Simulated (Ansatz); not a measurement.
The elements of this relaxed crystal are hidden behind letters.

```
lattice vectors (Å)
   0.0000    2.8638    2.8638
   2.8638    0.0000    2.8638
   2.8638    2.8638    0.0000
fractional positions
X 0.0000 0.0000 0.0000
Z 0.7500 0.7500 0.7500
```

These are results of Ansatz, DFT PBE, scalar-relativistic, plane waves, PAW, not measurements. The final run on the 2-atom cell used 420 eV, a Γ-centred 8×8×8 mesh, 0.02 eV smearing and no spin polarisation.

| Quantity | Value |
| --- | --- |
| Space group | F-43m (No. 216) |
| Conventional cell | a = 5.728 Å |
| Volume per atom | 23.49 Å³ |
| Density | 3.60 g/cm³ |
| Formation energy | −0.487 eV/atom |
| Gap on the 8×8×8 mesh of the 2-atom cell | 1.50 eV |

Energies are uncorrected and count from the elements' standard states at the same level.

Question: X is a p-block element of period 3 and Z is a p-block element of period 4. Which elements are they?

Answer: X = Al, Z = As, so the formula is AlAs, here in the zinc blende type. Density times volume gives a mean mass of 3.60 × 23.49/1.6605 = 50.9 u per atom, and this set has 51.0 u. Around Al lie 4 As at 2.48 Å; around As lie 4 Al at 2.48 Å. Other sets within the hints have nearly the same mass, so mass alone doesn't settle it; this one was computed.

Kohn–Sham gaps at this level usually fall short of measured ones. Symmetry constrained the relaxation, so the result can be a saddle point.
